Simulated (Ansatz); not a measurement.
# Calculated with Ansatz: TiPbO3, relaxation

Launch command:

```bash
ansatz run input.yaml --threads 2 --pin off --max-ram 3584MiB --backend cpu --events-out ev --progress --plain --runs-dir out
```

input.yaml:

```yaml
crystal:
  lattice:
    - [3.9272129, 0.0, 0.0]
    - [0.0, 3.9272129, 0.0]
    - [0.0, 0.0, 4.06138444]
  atoms:
    - { symbol: Pb, position: [0.0, 0.0, 0.0] }
    - { symbol: Ti, position: [0.5, 0.5, 0.5284] }
    - { symbol: O, position: [0.5, 0.5, 0.084] }
    - { symbol: O, position: [0.5, 0.0, 0.582] }
    - { symbol: O, position: [0.0, 0.5, 0.582] }
  symmetry: { tolerance: 0.0003 }
kpoints:
  mp_grid: { grid: [8, 8, 6], shift: [0, 0, 0] }
magnetization:
  spin_polarized: false
scf:
  occupations: { method: fermi_dirac }
  lower_state_search: "off"
hamiltonian:
  pseudopotentials: { kind: paw }
  xc: pbe
basis:
  ecutwfc: 420
  fft_grid_basis: typed
relax:
  max_steps: 80
output:
  forces: true
  stress: true
  eigenvalues: true
  bader: true
  populations: true
  elf: true
  write_potential: true
  volumetric_format: npy
  dos:
    e_range: [-12, 8]
    de: 0.05
    projected: { site_lists: { O: [O], Pb: [Pb], Ti: [Ti] } }
checkpoint:
  read: saved_state
```

Origin of the cell: a database entry, scaled a little.

The smearing width isn't typed, so it takes its default of 0.1 eV.

The saved state is a converged single point of the same cell.

Excerpt of the output:

```
SCF iter   1: F=—  HF=-16112.419167 eV  Δρ=5.03e-4  dr2=4.40e-5
SCF iter   2: F=—  HF=-16112.419248 eV  Δρ=2.66e-4  dr2=1.43e-5
SCF iter   3: F=—  HF=-16112.419363 eV  Δρ=3.22e-5  dr2=5.86e-7
SCF iter   4: F=-16112.419363 eV  HF=-16112.419363 eV  Δρ=9.95e-6  dr2=4.73e-8
SCF iter   5: F=-16112.419363 eV  HF=-16112.419363 eV  Δρ=3.22e-6  dr2=5.63e-9
SCF iter   6: F=-16112.419363 eV  HF=-16112.419363 eV  Δρ=7.72e-7  dr2=5.56e-10
relax step   1: F+E_penalty+E_count = -16112.419363 eV  Δ(F+E_penalty+E_count) = +0.000e0 eV  max|allowed force component| = 2.227e-1 eV/Å  Δτ_max = 0.0000 Å  (6 SCF iters, accepted)
relax step   2: F+E_penalty+E_count = -16112.427553 eV  Δ(F+E_penalty+E_count) = -8.190e-3 eV  max|allowed force component| = 1.468e-1 eV/Å  Δτ_max = 0.0170 Å  (6 SCF iters, dr2 threshold 3.10e-6 eV, accepted)
relax step   3: F+E_penalty+E_count = -16112.415825 eV  Δ(F+E_penalty+E_count) = +1.173e-2 eV  max|allowed force component| = 5.393e-1 eV/Å  Δτ_max = 0.0806 Å  (6 SCF iters, dr2 threshold 1.35e-6 eV, rejected (line search))
relax step   4: F+E_penalty+E_count = -16112.429676 eV  Δ(F+E_penalty+E_count) = -2.123e-3 eV  max|allowed force component| = 1.828e-1 eV/Å  Δτ_max = 0.0203 Å  (6 SCF iters, accepted)
relax step   5: F+E_penalty+E_count = -16112.431139 eV  Δ(F+E_penalty+E_count) = -1.463e-3 eV  max|allowed force component| = 3.062e-2 eV/Å  Δτ_max = 0.0096 Å  (6 SCF iters, dr2 threshold 1.45e-5 eV, accepted)
relax step   6: F+E_penalty+E_count = -16112.431192 eV  Δ(F+E_penalty+E_count) = -5.305e-5 eV  max|allowed force component| = 7.002e-4 eV/Å  Δτ_max = 0.0032 Å  (6 SCF iters, accepted)
SCF 6 converged in 6 iterations: F = -16112.431192 eV  dr2 = 2.67e-10
SCF converged after 6 iterations
Free energy (F): -16112.431192 eV
Harris-Foulkes:  -16112.431192 eV  (|F-HF|=5.46e-12)
Internal energy: -16112.431181 eV  (E = F + TS)
E sigma→0 (E₀):  -16112.431187 eV
Entropy (-TS):   -0.000011 eV (-0.002 meV/atom)
Fermi energy:    11.322912 eV
--- Per-component energies (eV) ---
  E_band       = -169.300463
  E_kinetic    = 1085.811377
  E_local      = -2646.783797  (includes V_loc(G=0)·N_el)
  E_nonlocal   = 497.154861
  E_hartree    = 1018.821002
  E_xc         = -542.838409
  E_vxc        = -540.857820  (∫ρ·V_xc dr)
  E_paw        = -11921.059525  (= ΣΔE_a)
  E_vpaw       = -602.274611  (= ΣTr[D̂ρ^β])
  E_aug_tail   = 0.007428  (compensation charges beyond the density's cutoff)
  E_ewald      = -3603.544119
  E_smearing   = -0.000011  (= −TS)
  Σ components = -16112.431192   (vs F -16112.431192, Δ=0.00e0)
--- Forces (eV/Å), atoms counted from 1 ---
  atom   1  Pb    -0.000000     0.000000    -0.000265
  atom   2  Ti    -0.000000     0.000000    -0.000702
  atom   3  O     -0.000000     0.000000     0.000534
  atom   4  O     -0.000000     0.000000     0.000211
  atom   5  O      0.000000     0.000000     0.000211
  max |Σ_I F_I| component: 1.09e-5 eV/Å
--- Stress (GPa, compression-positive) ---
        3.339350       0.000000       0.000000
        0.000000       3.339350       0.000000
        0.000000       0.000000       5.253395
  P = ⅓ Tr σ = 3.9774 GPa (39.774 kbar)
--- Relaxed structure (6 steps of the walk, 5 accepted, 0 SCFs on fresh bases) ---
  F+E_penalty+E_count = -16112.431192 eV   max|allowed force component| = 7.002e-4 eV/Å
  atoms:
    - { symbol: Pb, position: [0.0, 0.0, -0.009140] }
    - { symbol: Ti, position: [0.5, 0.5, 0.522939] }
    - { symbol: O, position: [0.5, 0.5, 0.082278] }
    - { symbol: O, position: [0.5, 0.0, 0.590161] }
    - { symbol: O, position: [0.0, 0.5, 0.590161] }
--- Löwdin populations: 5 sites ---
  site symbol       q [e]
     0     Pb     13.0388
     1     Ti     10.7071
     2      O      6.6590
     3      O      6.7177
     4      O      6.7177
  spilling = 0.003630 (of n_electrons = 44.000000)
--- Bader charges: 5 sites ---
  site symbol  charge [e]  shift [e]
     0     Pb      1.3835     0.0000
     1     Ti      2.2203     0.0050
     2      O     -1.1666     0.0030
     3      O     -1.2186     0.0010
     4      O     -1.2186     0.0010
  estimated error of the sums over rays = 4.9e-4 e
```

The starting structure.

Space group P4mm (No. 99); the run's cell has a = 3.927 Å, b = 3.927 Å, c = 4.061 Å, α = 90.00°, β = 90.00°, γ = 90.00°. Shortest distances: O–Ti 1.80 Å, O–Pb 2.60 Å, O–O 2.78 Å, Pb–Ti 3.37 Å.

After:

Space group P4mm (No. 99); the run's cell has a = 3.927 Å, b = 3.927 Å, c = 4.061 Å, α = 90.00°, β = 90.00°, γ = 90.00°. Shortest distances: O–Ti 1.79 Å, O–Pb 2.55 Å, O–O 2.78 Å, Pb–Ti 3.36 Å.

| Quantity | Value |
| --- | --- |
| Free energy lowered by | 2.4 meV/atom |
| Final pressure | 3.98 GPa |
| Relaxation steps listed | 6 |
| Gap on the mesh | 1.74 eV |

Caveats: no spin-orbit coupling, though heavy elements are present; the SCF threshold is looser than advised for a stress; the relaxation held the start's symmetry, so the end may be a saddle point.

Time: 45 s on 2 threads of Arm Neoverse V2, with other jobs on the host, peak memory 0.45 GiB, from a saved density.
